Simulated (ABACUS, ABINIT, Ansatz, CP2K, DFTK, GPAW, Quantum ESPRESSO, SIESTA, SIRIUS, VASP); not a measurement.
# Te: 11 runs at one level of theory

```
Te
1.0
     4.45400    0.00000    0.00000
    -2.22700    3.85728    0.00000
     0.00000    0.00000    5.92400
Te
3
Direct
  0.73100 0.73100 0.00000
  0.00000 0.26900 0.66667
  0.26900 0.00000 0.33333
```

Alike in all runs: task single point; functional PBE; k mesh 7 × 7 × 5; occupations fermi-dirac, width 0.05 eV; no spin polarisation; no spin-orbit coupling. Pressure is positive in compression and, in plane waves, holds the error of the finite cutoff, which Ansatz's Pulay term estimates and takes out.

```csv
program and potentials,plane-wave cutoff (eV),notes,pressure (GPa),largest force (eV/Å)
"SIESTA, files PseudoDojo sr-pbe-0.4.1-standard, DZP (energy shift 0.003 Ry; two zetas on semicore shells)",-,atomic basis; 16 valence electrons an atom on average,2.82,0.626
"VASP, PBE PAW files Te, 520 eV",520,6 valence electrons an atom on average,1.45,0.160
"CP2K, POTENTIAL_UZH Te GTH-PBE-q6; TZVP-MOLOPT-PBE-GTH basis",-,atomic basis; 6 valence electrons an atom on average,2.21,0.354
"Ansatz, Ansatz PAW (earlier soft set)",420,16 valence electrons an atom on average; Pulay term of +0.02 GPa included,1.46,0.149
"SIRIUS, PseudoDojo 0.4.1 PBE standard (scalar relativistic)",1102,16 valence electrons an atom on average,1.56,0.198
"GPAW, GPAW PAW data sets (gpaw-data 1.2.1)",600,6 valence electrons an atom on average,1.08,0.111
"ABINIT, JTH PAW PBE v2.0",408,6 valence electrons an atom on average,1.45,0.223
"ABACUS, PseudoDojo NC SR 0.4.1 PBE standard, plane waves",1129,16 valence electrons an atom on average,1.56,0.201
"DFTK, PseudoDojo SR PBE 0.4.1 standard (PBE)",1088,16 valence electrons an atom on average,1.57,0.199
"Quantum ESPRESSO, SSSP 1.3 efficiency PBE",748,6 valence electrons an atom on average,1.42,0.240
"Ansatz, all-electron LAPW, scalar-relativistic",-,-,1.46,0.144
```

Force on atom 3 (Te), eV/Å:

```
                                                                                   program and potentials      x      y      z
SIESTA, files PseudoDojo sr-pbe-0.4.1-standard, DZP (energy shift 0.003 Ry; two zetas on semicore shells)  0.626  0.000  0.000
                                                                           VASP, PBE PAW files Te, 520 eV  0.160  0.000  0.000
                                             CP2K, POTENTIAL_UZH Te GTH-PBE-q6; TZVP-MOLOPT-PBE-GTH basis  0.354  0.000  0.000
                                                                    Ansatz, Ansatz PAW (earlier soft set)  0.149  0.000  0.000
                                              SIRIUS, PseudoDojo 0.4.1 PBE standard (scalar relativistic)  0.198  0.000  0.000
                                                               GPAW, GPAW PAW data sets (gpaw-data 1.2.1)  0.111  0.000  0.000
                                                                                 ABINIT, JTH PAW PBE v2.0  0.223  0.000  0.000
                                                 ABACUS, PseudoDojo NC SR 0.4.1 PBE standard, plane waves  0.201  0.000  0.000
                                                             DFTK, PseudoDojo SR PBE 0.4.1 standard (PBE)  0.199  0.000  0.000
                                                                Quantum ESPRESSO, SSSP 1.3 efficiency PBE  0.240  0.000  0.000
                                                           Ansatz, all-electron LAPW, scalar-relativistic  0.144  0.000  0.000
```

The pressure spans 1.08 (GPAW, GPAW PAW data sets (gpaw-data 1.2.1)) to 2.82 GPa (SIESTA, files PseudoDojo sr-pbe-0.4.1-standard, DZP (energy shift 0.003 Ry; two zetas on semicore shells)), with all-electron results at 1.46. Rows in atomic bases carry the error of their basis and grid, which can be large.

The functional is the same throughout but for its coding, so the spread measures potentials, basis and numerics; runs on potential files found faulty are left out.
